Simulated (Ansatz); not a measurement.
The system is ZrS2.

```
Zr S
1.0
     3.69138    0.00000    0.00000
    -1.84569    3.19683    0.00000
     0.00000    0.00000    6.04108
Zr S
1 2
Direct
  0.00000 0.00000 0.00000
  0.33333 0.66667 0.23791
  0.66667 0.33333 0.76209
```

The cell is a database's computed one.

- Program: Ansatz 0.2.0
- Task: single point
- Functional: PBE
- Potentials or basis: all-electron LAPW, scalar-relativistic
- Cutoff: 218 eV (chosen from the basis error)
- Basis error allowed: 0.001 eV/atom
- k mesh: 8 × 8 × 5
- Occupations: fermi-dirac, width 0.05 eV
- Spin: no spin polarisation

On this cell: pressure 0.5 GPa; largest force 0.047 eV/Å; band gap on the k mesh 1.05 eV, indirect (least direct gap 1.64 eV).

The same run follows on a disturbed copy (atoms moved at random, drawn with an rms of 0.05 Å):

```
CELL_PARAMETERS angstrom
3.69138 0.00000 0.00000
-1.84569 3.19683 0.00000
0.00000 0.00000 6.04108
ATOMIC_POSITIONS crystal
Zr 0.00233 0.00147 0.00065
S 0.32714 0.66818 0.24361
S 0.67227 0.34663 0.75504
```

**Question.** What changes?

**Answer.** The energy moves by +5.7 meV/atom; pressure -1.4 GPa; largest force 0.443 eV/Å; band gap on the k mesh 0.95 eV, indirect (least direct gap 1.60 eV).

Forces in eV/Å, atoms in the order of the input:
```
Zr  -0.045  0.047 -0.103
S    0.095  0.095 -0.313
S   -0.050 -0.142  0.416
```

Stress tensor (GPa, compression positive):
```
-1.60 -0.15  0.47
-0.15 -1.18  0.77
 0.47  0.77 -1.33
```

Caveats: an odd mesh through Γ misses points on the zone boundary, where band edges often lie; this functional lacks dispersion, which binds the layers, so the pressure and a relaxed spacing across them are unreliable (some runs).
